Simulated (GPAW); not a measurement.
# Calculated records

```xyz
2
Lattice="5.698 0.000 0.000 -2.849 4.935 0.000 0.000 0.000 11.400" Properties=species:S:1:pos:R:3 subject="RbBr (honeycomb monolayer): G0W0 with GPAW, start to end" method="DFT, PBE, plane waves, PAW (and 1 further level or step)" program="GPAW 26.7.0" settings="cutoff 450 eV, GPAW PAW setups 1.2.1 data release, 6×6×1 k-mesh, nbands 530" notes="The structure was relaxed with PBE. Limits: no spin-orbit coupling." pbe_gap="4.18 eV, direct" g0w0_gap_on_the_mesh="7.65 eV" gw_settings="6×6×1 mesh, 242 bands, screening to 48 eV, full frequency, Hilbert transform" known_limits="short of the basis limit; no spin-orbit coupling"
Rb    0.000    3.290    5.699
Br    2.849    1.645    5.701
```

[Long decimals in the printed logs are rounded to 6 places.]

[Logs are printed without paths, hosts, clocks, repeated set-up lines and the standing remarks that a program may print on its own settings, such as how far it seeks lower states.]

[Paths, hosts, dates, memory and timing lines, banners, echoed tables and standing remarks are left out of the program output; an Ansatz launch command may be rebuilt from the run's recorded settings. Measured values are a selection of at most five: reports struck by readers or far from the other reports are left out. None is set beside runs whose start may be inverted or whose files or cutoffs have a known fault.]

[Runs of the session that timed out or met a known fault of the program may be left out.]

[Hosts, paths, dates, database ids (printed as entryN), source tags and the programs' standing remarks are cut or masked in the printed files.]

[Where the starting crystal was built by hand or by swapping elements, it need not be the compound's stable phase.]
